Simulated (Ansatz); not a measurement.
## PbS: from a first guess to the relaxed zincblende type

First guess:

```yaml
crystal:
  lattice:
    - [0.00000, 3.11012, 3.11012]
    - [3.11012, 0.00000, 3.11012]
    - [3.11012, 3.11012, 0.00000]
  atoms:
    - { symbol: Pb, position: [0.00000, 0.00000, 0.00000] }
    - { symbol: S, position: [0.25000, 0.25000, 0.25000] }
```

Theory: DFT, PBE, PAW with Ansatz's default frozen-core files, scalar-relativistic (Ansatz 0.2.0).

Cell and atoms relax within the symmetry of the start on a 11×11×11 k mesh with 0.03 eV Fermi–Dirac smearing.

The start is built from a prototype, known or not as a phase of this compound; the cutoff is 420 eV.

No spin–orbit coupling, which matters for the heavy atoms here.

(1) What is the pressure of the first guess?

(2) What does it relax to?

(3) How much energy does the relaxation release?

## Answers

(1) 10.56 GPa.

(2) a = 6.644 Å, b = 6.644 Å, c = 6.644 Å, α = 90.00°, β = 90.00°, γ = 90.00° (conventional cell), 36.67 Å³ per atom:
```
CELL_PARAMETERS angstrom
0.00000 3.32224 3.32224
3.32224 0.00000 3.32224
3.32224 3.32224 0.00000
ATOMIC_POSITIONS crystal
Pb 0.00000 0.00000 0.00000
S 0.25000 0.25000 0.25000
```

(3) 185 meV/atom.
